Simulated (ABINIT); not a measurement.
# GaP (F-43m) in ABINIT: settings compared, part 2 of 2

ABINIT 10.8.3 (patched build).

### Step 3. Single point, PBEsol

run.abi reads:

```
# Pseudopotentials
pp_dirpath "./"
pseudos "Ga.GGA_PBE-JTH.xml, P.GGA_PBE-JTH.xml"

# Structure
acell 7.2831660764 7.2831660764 7.2831660764
rprim
     0.0000000000     0.7071067812     0.7071067812
     0.7071067812     0.0000000000     0.7071067812
     0.7071067812     0.7071067812     0.0000000000
ntypat 2
znucl 31 15
natom 2
typat 1 2
xcart
     0.0000000000     0.0000000000     0.0000000000
     4.0878750000     4.0878750000     4.0878750000 Angstrom

# Plane-wave basis
ecut 544.227725 eV
pawecutdg 40.0

# k points
kptopt 1
ngkpt 6 6 6
nshiftk 1
shiftk 0.0 0.0 0.0

# Exchange and correlation
ixc -116133

# Bands and occupations
nband 13
occopt 3
tsmear 0.05 eV

# SCF cycle
nstep 100
tolvrs 1.0e-9

# Output
iomode 3
prtwf 0
prtden 0
prteig 0
prtebands 0
enunit 1
```

Potentials or basis: JTH PAW PBE v2.0.

Command:

```sh
abinit run.abi > log 2>&1
```

run.abo:

```text
.Version 10.8.3 of ABINIT
 Symmetries : space group F-4 3 m (#216); Bravais cF (face-center cubic)
================================================================================
 Values of the parameters that define the memory need of the present run
     intxc =       0    ionmov =       0      iscf =      17    lmnmax =      18
     lnmax =       6     mgfft =      30  mpssoang =       3    mqgrid =    3001
     natom =       2  nloc_mem =       2    nspden =       1   nspinor =       1
    nsppol =       1      nsym =      24    n1xccc =       1    ntypat =       2
    occopt =       3   xclevel =       2
       mpw =        1175          nfft =       27000          nkpt =          16
 PAW method is used; the additional fine FFT grid is defined by:
   mgfftf=        45    nfftf =     91125
================================================================================
================================================================================

--------------------------------------------------------------------------------
[... 236 lines left out ...]
- sigma(2 2)=  4.03460229E-01  sigma(3 1)=  0.00000000E+00
- sigma(3 3)=  4.03460229E-01  sigma(2 1)=  0.00000000E+00

== END DATASET(S) ==============================================================
================================================================================

 -outvars: echo values of variables after computation  --------
            acell      7.2831660764E+00  7.2831660764E+00  7.2831660764E+00 Bohr
           etotal     -8.5746280499E+01
            fcart     -3.0635517006E-31 -1.0211839002E-31  5.1059195011E-31
                       3.0635517006E-31  1.0211839002E-31 -5.1059195011E-31
            rprim      0.0000000000E+00  7.0710678120E-01  7.0710678120E-01
                       7.0710678120E-01  0.0000000000E+00  7.0710678120E-01
                       7.0710678120E-01  7.0710678120E-01  0.0000000000E+00
           strten      1.3713334437E-05  1.3713334437E-05  1.3713334437E-05
                       0.0000000000E+00  0.0000000000E+00  0.0000000000E+00
           xangst      0.0000000000E+00  0.0000000000E+00  0.0000000000E+00
                       4.0878749973E+00  4.0878749973E+00  4.0878749973E+00
             xred      0.0000000000E+00  0.0000000000E+00  0.0000000000E+00
                       7.5000000000E-01  7.5000000000E-01  7.5000000000E-01
 Calculation completed.
```

It took 14 s on 1 thread of Arm Neoverse V1, shared host; peak memory 0.1 GiB.

What came out:

| Property | Result |
| --- | --- |
| Free energy | -2333.2752 eV |
| Pressure | -0.4 GPa |
| Band gap on the k mesh | 1.51 eV, indirect (least direct gap 1.74 eV) |
| Valence electrons inside the program's atomic spheres | Ga 11.07; P 1.58 |

Caveat: the PAW data sets were made with another functional, which shifts forces and pressure a little.

### Step 4. Single point, PBE

run.abi reads:

```
pp_dirpath "./"
pseudos "Ga.GGA_PBE-JTH.xml, P.GGA_PBE-JTH.xml"

acell 7.2831660764 7.2831660764 7.2831660764
rprim
     0.0000000000     0.7071067812     0.7071067812
     0.7071067812     0.0000000000     0.7071067812
     0.7071067812     0.7071067812     0.0000000000
ntypat 2
znucl 31 15
natom 2
typat 1 2
xred
     0.0000000000     0.0000000000     0.0000000000
     0.7500000000     0.7500000000     0.7500000000

ecut 20.0
pawecutdg 40.0

kptopt 1
ngkpt 3 3 3
nshiftk 1
shiftk 0.0 0.0 0.0

ixc 11

nband 13
occopt 3
tsmear 0.05 eV

nstep 100
tolvrs 1.0e-9

iomode 3
prtwf 0
prteig 0
prtebands 0
enunit 1
prtden 1
prtvha 1
prtvclmb 1
prtpot 1
```

Potentials or basis: JTH PAW PBE v2.0.

Command:

```sh
abinit run.abi > log 2>&1
```

run.abo:

```text
.Version 10.8.3 of ABINIT
 Symmetries : space group F-4 3 m (#216); Bravais cF (face-center cubic)
================================================================================
 Values of the parameters that define the memory need of the present run
     intxc =       0    ionmov =       0      iscf =      17    lmnmax =      18
     lnmax =       6     mgfft =      30  mpssoang =       3    mqgrid =    3001
     natom =       2  nloc_mem =       2    nspden =       1   nspinor =       1
    nsppol =       1      nsym =      24    n1xccc =       1    ntypat =       2
    occopt =       3   xclevel =       2
       mpw =        1174          nfft =       27000          nkpt =           4
 PAW method is used; the additional fine FFT grid is defined by:
   mgfftf=        45    nfftf =     91125
================================================================================
================================================================================

--------------------------------------------------------------------------------
[... 240 lines left out ...]
- sigma(1 1)= -4.12226518E+00  sigma(3 2)=  0.00000000E+00
- sigma(2 2)= -4.12226518E+00  sigma(3 1)=  0.00000000E+00
- sigma(3 3)= -4.12226518E+00  sigma(2 1)=  0.00000000E+00

== END DATASET(S) ==============================================================
================================================================================

 -outvars: echo values of variables after computation  --------
            acell      7.2831660764E+00  7.2831660764E+00  7.2831660764E+00 Bohr
           etotal     -8.5756182641E+01
            fcart     -0.0000000000E+00 -0.0000000000E+00 -0.0000000000E+00
                      -0.0000000000E+00 -0.0000000000E+00 -0.0000000000E+00
            rprim      0.0000000000E+00  7.0710678120E-01  7.0710678120E-01
                       7.0710678120E-01  0.0000000000E+00  7.0710678120E-01
                       7.0710678120E-01  7.0710678120E-01  0.0000000000E+00
           strten     -1.4011294546E-04 -1.4011294546E-04 -1.4011294546E-04
                       0.0000000000E+00  0.0000000000E+00  0.0000000000E+00
           xangst      0.0000000000E+00  0.0000000000E+00  0.0000000000E+00
                       4.0878749973E+00  4.0878749973E+00  4.0878749973E+00
             xred      0.0000000000E+00  0.0000000000E+00  0.0000000000E+00
                       7.5000000000E-01  7.5000000000E-01  7.5000000000E-01
 Calculation completed.
```

Wall time 5.1 s (1 thread of Arm Neoverse V1, shared host); peak memory 0.11 GiB.

Results:

```
Free energy                                           : -2333.5446 eV
Pressure                                              : 4.1 GPa
Band gap on the k mesh                                : 1.70 eV, indirect (least direct gap 1.80 eV)
Valence electrons inside the program's atomic spheres : Ga 11.06; P 1.60
```

Caveat: the k mesh is coarse (spacing up to 0.67 Å⁻¹), so the values aren't converged; an odd mesh through Γ misses points on the zone boundary, where band edges often lie.

### Step 5. Single point, LDA

run.abi reads:

```
# Pseudopotentials
pp_dirpath "./"
pseudos "Ga.LDA_PW-JTH.xml, P.LDA_PW-JTH.xml"

# Structure
acell 3*1.0
rprim
     0.0000000000     5.1499761211     5.1499761211
     5.1499761211     0.0000000000     5.1499761211
     5.1499761211     5.1499761211     0.0000000000
ntypat 2
znucl 31 15
natom 2
typat 1 2
xred
     0.0000000000     0.0000000000     0.0000000000
     0.7500000000     0.7500000000     0.7500000000

# Plane-wave basis
ecut 20.0
pawecutdg 40.0

# k points
kptopt 1
ngkpt 10 10 10
nshiftk 1
shiftk 0.0 0.0 0.0

# Exchange and correlation
ixc 7

# Bands and occupations
nband 13
occopt 3
tsmear 0.05 eV

# SCF cycle
nstep 100
tolvrs 1.0e-9

# Output
iomode 3
prtwf 0
prteig 0
prtebands 0
enunit 2
prtden 1
prtvha 1
prtvclmb 1
prtpot 1
```

Potentials or basis: JTH PAW LDA v2.0.

Command:

```sh
abinit run.abi > log 2>&1
```

It took 22 s on 1 thread of Arm Neoverse V1, shared host; peak memory 0.11 GiB.

The run converged. Its results:

```yaml
Free_energy: -2341.2559 eV
Pressure: -2.8 GPa
Band_gap_on_the_k_mesh: 1.45 eV, indirect (least direct gap 1.60 eV)
Valence_electrons_inside_the_program's_atomic_spheres: Ga 11.09; P 1.60
```

Levels at points of the mesh, in eV from the valence-band top:
| k point | band 5 | band 6 | band 7 | band 8 | band 9 | band 10 | band 11 | band 12 | band 13 |
| --- | --- | --- | --- | --- | --- | --- | --- | --- | --- |
| (0.00, 0.00, 0.00) | -14.58 | -12.52 | 0.00 | 0.00 | 0.00 | 1.60 | 3.79 | 3.79 | 3.79 |
| (0.50, 0.00, 0.00) | -14.57 | -10.44 | -6.72 | -1.13 | -1.13 | 1.50 | 4.63 | 4.63 | 8.05 |
| (0.50, 0.50, 0.00) | -14.56 | -9.52 | -6.85 | -2.71 | -2.71 | 1.50 | 1.68 | 10.43 | 10.43 |

### Step 6. Single point, PBE

run.abi reads:

```
pp_dirpath "./"
pseudos "Ga.GGA_PBE-JTH.xml, P.GGA_PBE-JTH.xml"

acell 3.8540855109 3.8540855109 3.8540855109 Angstrom
rprim
     0.0000000000     0.7071067812     0.7071067812
     0.7071067812     0.0000000000     0.7071067812
     0.7071067812     0.7071067812     0.0000000000
ntypat 2
znucl 31 15
natom 2
typat 1 2
xred
     0.0000000000     0.0000000000     0.0000000000
     0.7500000000     0.7500000000     0.7500000000

ecut 20.0
pawecutdg 40.0

kptopt 1
ngkpt 5 5 5
nshiftk 1
shiftk 0.0 0.0 0.0

ixc 11

nband 13
occopt 3
tsmear 0.05 eV

nstep 100
tolvrs 1.0e-9

iomode 3
prtwf 0
prtden 0
prteig 0
prtebands 0
enunit 1
prtvol 2
```

Potentials or basis: JTH PAW PBE v2.0.

Command:

```sh
abinit run.abi > log 2>&1
```

Wall time 7.8 s (1 thread of Arm Neoverse V1, shared host); peak memory 0.11 GiB.

Results (log left out):

```yaml
Free_energy: -2334.0019 eV
Pressure: 2.7 GPa
Band_gap_on_the_k_mesh: 1.60 eV, indirect (least direct gap 1.82 eV)
Valence_electrons_inside_the_program's_atomic_spheres: Ga 11.07; P 1.59
```

Levels at points of the mesh, in eV from the valence-band top:
```csv
k point,band 7,band 8,band 9,band 10,band 11,band 12
"(0.00, 0.00, 0.00)",0.00,0.00,0.00,1.82,3.88,3.88
```

Caveat: an odd mesh through Γ misses points on the zone boundary, where band edges often lie.

### Step 7. Overview

```csv
level,potentials or basis,k mesh,mesh quality,gap on the mesh (eV),pressure (GPa)
LDA,JTH PAW LDA v2.0,3 × 3 × 3,coarse,1.52,-1.3
PBEsol,JTH PAW PBE v2.0,6 × 6 × 6,not flagged,1.51,-0.4
PBE,JTH PAW PBE v2.0,3 × 3 × 3,coarse,1.70,4.1
LDA,JTH PAW LDA v2.0,10 × 10 × 10,not flagged,1.45,-2.8
PBE,JTH PAW PBE v2.0,5 × 5 × 5,not flagged,1.60,2.7
```

Alike in all rows: task single point; no spin polarisation; cell as given; cutoff (eV) 544; smearing fermi-dirac 0.05 eV.

Caveats: some runs use coarse meshes; an odd mesh through Γ misses points on the zone boundary, where band edges often lie (some runs); the PAW data sets were made with another functional, which shifts forces and pressure a little (some runs).

Absolute energies hang on the potentials; compare differences alone.

### Step 8. How close it comes

Step 3. Measured gap of GaP: 2.34 eV (indirect; 10 K; quoted in “Stacking defects in GaP nanowires: Electronic structure and optical properties”, 2018, arxiv:1810.01194). This calculation gives 1.51 eV (-0.83 eV). Spin-orbit coupling on Ga is left out. The value is that of PBEsol on a finite k mesh, which can miss the band edges, without temperature or zero-point motion. Semilocal functionals fall short of measured gaps as a rule.

Step 5. Measured gap of GaP: 2.34 eV (indirect; 10 K; quoted in “Stacking defects in GaP nanowires: Electronic structure and optical properties”, 2018, arxiv:1810.01194). This calculation gives 1.45 eV (-0.89 eV). Spin-orbit coupling on Ga is left out. The value is that of LDA on a finite k mesh, which can miss the band edges, without temperature or zero-point motion. Semilocal functionals fall short of measured gaps as a rule.

Step 6. The gap isn't set beside the deposited one, since this odd mesh misses points on the zone boundary.
